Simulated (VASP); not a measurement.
Crystal: Ti.

```
CELL_PARAMETERS angstrom
0.00000 2.05457 2.05457
2.05457 0.00000 2.05457
2.05457 2.05457 0.00000
ATOMIC_POSITIONS crystal
Ti 0.00000 0.00000 0.00000
```

This isn't the form of Ti at room conditions, which is hcp.

| Item | Value |
| --- | --- |
| Program | VASP 6.6.1 |
| Task | relaxation of cell and atoms |
| Functional | LDA |
| Potentials or basis | VASP PAW LDA potentials, release 64 (Ti_sv) |
| Cutoff | 600 eV |
| k mesh | 18 × 18 × 18 |
| Occupations | gaussian, width 0.1 eV |
| Spin | no spin polarisation |

At the start: pressure -8.6 GPa; volume 17.35 Å³/atom.

Problem. Where does the relaxation end?

Solution. Over 6 steps the energy falls by 38.6 meV/atom and the volume is 15.99 Å³/atom (-7.8 %); space group Fm-3m (No. 225, to 0.05 Å).

Step by step:
```csv
step,energy change (eV),largest force (eV/Å),pressure (GPa),volume (Å³)
1,0.0000,0.0000,-8.58,17.35
2,-0.0193,0.0000,7.41,15.12
3,-0.0386,0.0000,-0.05,15.99
4,-0.0386,0.0000,0.15,15.97
5,-0.0386,0.0000,-0.09,16.00
6,-0.0386,0.0000,-0.01,15.99
```

Final structure:
```
Ti
1.0
     0.00000    1.99944    1.99944
     1.99944    0.00000    1.99944
     1.99944    1.99944    0.00000
Ti
1
Cartesian
  0.0000 0.0000 0.0000
```
